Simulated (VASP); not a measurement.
Input of a VASP 6.6.1 run:

File INCAR:

```
SYSTEM = Hf
PREC = Accurate
ENCUT = 520
EDIFF = 1E-6
ISMEAR = -1
SIGMA = 0.13605693000000002
LREAL = .FALSE.
LASPH = .TRUE.
NELM = 60
ALGO = Normal
ISIF = 2
LWAVE = .FALSE.
LCHARG = .TRUE.
LELF = .TRUE.
LVHAR = .TRUE.
NBANDS = 11
```

Contents of KPOINTS:

```
regular mesh
0
G
  13 13 13
  0 0 0
```

Contents of POSCAR:

```
Hf
1.0
   -1.7255651722      1.7255651722      1.7255651722
    1.7255651722     -1.7255651722      1.7255651722
    1.7255651722      1.7255651722     -1.7255651722
Hf
1
Direct
    0.0000000000      0.0000000000      0.0000000000
```

Potentials or basis: VASP PAW LDA potentials, release 64 (Hf_pv).

Command:

```bash
$ cat potpaw_LDA.64/Hf_pv/POTCAR > POTCAR
$ mpirun -np 1 vasp_std > vasp.out
```

Task: Estimate the pressure.

Result: -0.1 GPa.

Task: What does it give for the band gap on the k mesh?

Result: None (metal or under the smearing width).

The run has no spin-orbit coupling, so splittings on Hf are missing.
